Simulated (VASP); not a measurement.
KI: single point with PBE

**Experimental background.**

A printed reference work, monograph reports, for a bulk crystal of KI: band gap 6.32 eV.

Crystal: KI.

```xyz
2
Lattice="0.0000 3.5882 3.5882 3.5882 0.0000 3.5882 3.5882 3.5882 0.0000" Properties=species:S:1:pos:R:3 pbc="T T T"
K     0.0000    0.0000    0.0000
I     3.5882    3.5882    3.5882
```

```yaml
Program: VASP 6.6.1
Task: single point
Functional: PBE
Potentials_or_basis: VASP PAW PBE potentials, release 64 (K_sv, I)
Cutoff: 520 eV
k_mesh: 6 × 6 × 6
Occupations: gaussian, width 0.02 eV
Spin: no spin polarisation
```

```json
{
  "Pressure": "0.1 GPa",
  "Band gap on the k mesh": "3.86 eV, direct"
}
```

Levels at points of the mesh, in eV from the valence-band top:
| k point | band 5 | band 6 | band 7 | band 8 | band 9 | band 10 | band 11 | band 12 |
| --- | --- | --- | --- | --- | --- | --- | --- | --- |
| (0.00, 0.00, 0.00) | -10.44 | 0.00 | 0.00 | 0.00 | 3.86 | 6.51 | 6.51 | 6.51 |
| (0.50, 0.00, 0.00) | -10.21 | -1.22 | -0.30 | -0.30 | 5.47 | 7.56 | 8.05 | 8.05 |
| (0.50, 0.50, 0.00) | -10.31 | -0.93 | -0.34 | -0.34 | 5.00 | 5.66 | 8.04 | 8.56 |

It took 15 s on 1 thread of AMD EPYC 9R45 (Zen 5), with other jobs on the host, peak memory 0.21 GiB.

A measured gap of KI is 6.32 eV (a printed reference work, monograph); the calculated 3.86 eV misses it by -2.46 eV. Spin-orbit coupling on I is left out. The value is that of PBE, without temperature or zero-point motion. Semilocal functionals fall short of measured gaps as a rule.

Caveat: spin-orbit coupling is left out, which moves the levels of the heavy elements.
